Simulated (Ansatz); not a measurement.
**Eigenvalues along a path: VN (rocksalt type)**

```yaml
crystal:
  lattice:
    - [0.00000, 1.68655, 1.68655]
    - [1.68655, 0.00000, 1.68655]
    - [1.68655, 1.68655, 0.00000]
  atoms:
    - { symbol: V, position: [0.00000, 0.00000, 0.00000] }
    - { symbol: N, position: [0.50000, 0.50000, 0.50000] }
```

The cell comes from a relaxation on PAW files under the same functional, begun from a prototype that needn't be the stable phase.

All numbers are PBE results (scalar-relativistic) from Ansatz 0.2.0, with a Γ-centred 17×17×17 k mesh, Fermi–Dirac smearing of 0.05 eV, no spin polarisation. Methods: LAPW: all electrons, basis error target 1 meV/atom.

This run: volume at 0.55 of the series' base cell.

Path points, in fractions of the reciprocal vectors: Γ (0.000, 0.000, 0.000), X (0.500, 0.000, 0.500), U (0.625, 0.250, 0.625), K (0.375, 0.375, 0.750), L (0.500, 0.500, 0.500), W (0.500, 0.250, 0.750). The distance column jumps between branches of the path. Levels in eV from the Fermi level; bands 10 to 18, counted from the lowest band of the run. The gap is zero, the pressure 658.7 GPa.

```
# k(1/Å) point b10 b11 b12 b13 b14 b15 b16 b17 b18
0.000 Γ -21.94 -3.73 -3.73 -3.73 -3.46 -3.46 -3.46 -1.13 -1.13
0.233 - -21.66 -5.54 -4.69 -4.69 -4.00 -2.19 -2.19 -1.05 0.99
0.466 - -20.93 -8.15 -5.42 -5.42 -4.73 -0.82 -0.60 -0.60 3.73
0.699 - -20.08 -10.16 -5.77 -5.77 -5.69 -0.46 0.99 0.99 6.07
0.931 - -19.65 -11.03 -6.68 -5.78 -5.78 -0.02 2.32 2.32 7.78
1.164 - -19.97 -10.52 -7.55 -5.51 -5.51 0.45 3.12 3.12 8.79
1.397 - -20.66 -9.22 -8.22 -5.09 -5.09 0.86 3.33 3.33 9.06
1.630 - -21.23 -8.64 -7.96 -4.69 -4.69 1.15 3.20 3.20 8.77
1.863 X -21.44 -8.78 -7.43 -4.52 -4.52 1.25 3.10 3.10 8.54
1.945 - -21.41 -8.79 -7.44 -4.64 -4.49 1.40 3.08 3.11 8.53
2.027 - -21.32 -8.83 -7.49 -4.97 -4.42 1.82 3.04 3.13 8.50
2.110 - -21.17 -8.91 -7.57 -5.45 -4.28 2.42 2.95 3.17 8.45
2.192 - -20.97 -9.04 -7.68 -6.00 -4.07 2.84 3.14 3.21 8.37
2.274 - -20.72 -9.23 -7.81 -6.57 -3.76 2.70 3.26 3.93 8.27
2.357 - -20.43 -9.47 -7.95 -7.15 -3.37 2.52 3.30 4.76 8.14
2.439 - -20.11 -9.77 -8.10 -7.70 -2.89 2.32 3.33 5.61 7.98
2.521 U -19.77 -10.11 -8.25 -8.23 -2.33 2.09 3.35 6.45 7.79
3.662 K -19.77 -10.11 -8.25 -8.23 -2.33 2.09 3.35 6.45 7.79
3.909 - -18.66 -11.26 -9.52 -8.66 -0.35 1.26 3.21 7.08 8.75
4.156 - -17.72 -12.21 -10.30 -8.89 0.29 1.49 2.74 6.25 10.26
4.403 - -17.58 -12.24 -10.48 -8.81 -0.74 1.97 2.07 5.44 10.41
4.650 - -18.41 -11.11 -10.01 -8.36 -1.71 1.01 1.19 4.40 9.07
4.897 - -19.62 -9.34 -8.92 -7.52 -2.55 -0.26 -0.04 3.00 6.67
5.144 - -20.78 -7.32 -7.26 -6.36 -3.19 -1.64 -1.13 1.43 3.79
5.391 - -21.63 -5.28 -5.16 -5.00 -3.59 -2.65 -2.29 -0.18 0.86
5.638 Γ -21.94 -3.73 -3.73 -3.73 -3.46 -3.46 -3.46 -1.13 -1.13
5.839 - -21.73 -4.97 -4.71 -4.71 -3.32 -3.32 -2.44 0.00 0.00
6.041 - -21.14 -6.49 -6.25 -6.25 -2.88 -2.88 -1.52 1.94 1.94
6.243 - -20.26 -8.05 -7.69 -7.69 -2.19 -2.19 -0.71 4.01 4.01
6.444 - -19.22 -9.57 -8.93 -8.93 -1.30 -1.30 0.11 6.04 6.04
6.646 - -18.11 -10.99 -9.91 -9.91 -0.32 -0.32 1.07 7.88 7.88
6.848 - -17.01 -12.28 -10.63 -10.63 0.62 0.62 2.19 9.39 9.39
7.049 - -15.95 -13.43 -11.07 -11.07 1.31 1.31 3.34 9.72 10.40
7.251 L -15.27 -14.15 -11.21 -11.21 1.57 1.57 3.94 8.91 10.77
7.416 - -15.56 -14.00 -11.13 -10.96 1.40 1.56 3.85 9.20 10.63
7.580 - -16.26 -13.57 -10.87 -10.38 1.02 1.49 3.62 9.55 10.25
7.745 - -17.07 -12.94 -10.44 -9.78 0.62 1.31 3.39 9.20 9.67
7.909 - -17.86 -12.22 -9.90 -9.28 0.35 0.99 3.26 8.59 8.95
8.074 - -18.53 -11.48 -9.34 -8.96 0.27 0.65 3.23 7.96 8.18
8.239 - -19.03 -10.81 -8.91 -8.79 0.31 0.45 3.21 7.41 7.46
8.403 - -19.35 -10.28 -8.72 -8.71 0.41 0.42 3.15 6.94 7.03
8.568 W -19.45 -10.06 -8.69 -8.69 0.45 0.45 3.11 6.75 6.90
8.684 - -19.55 -9.88 -8.83 -8.52 -0.37 1.20 3.11 6.27 7.29
8.801 - -19.82 -9.36 -8.93 -8.32 -1.22 1.83 3.11 5.61 7.66
8.917 - -20.18 -8.97 -8.57 -8.10 -2.05 2.32 3.11 4.86 7.96
9.034 - -20.57 -8.97 -7.89 -7.62 -2.83 2.67 3.11 4.02 8.19
9.150 - -20.92 -8.93 -7.71 -6.60 -3.51 2.90 3.10 3.12 8.35
9.267 - -21.20 -8.86 -7.56 -5.61 -4.04 2.25 3.02 3.10 8.46
9.383 - -21.38 -8.80 -7.46 -4.83 -4.39 1.54 3.08 3.10 8.52
9.499 X -21.44 -8.78 -7.43 -4.52 -4.52 1.25 3.10 3.10 8.54
```
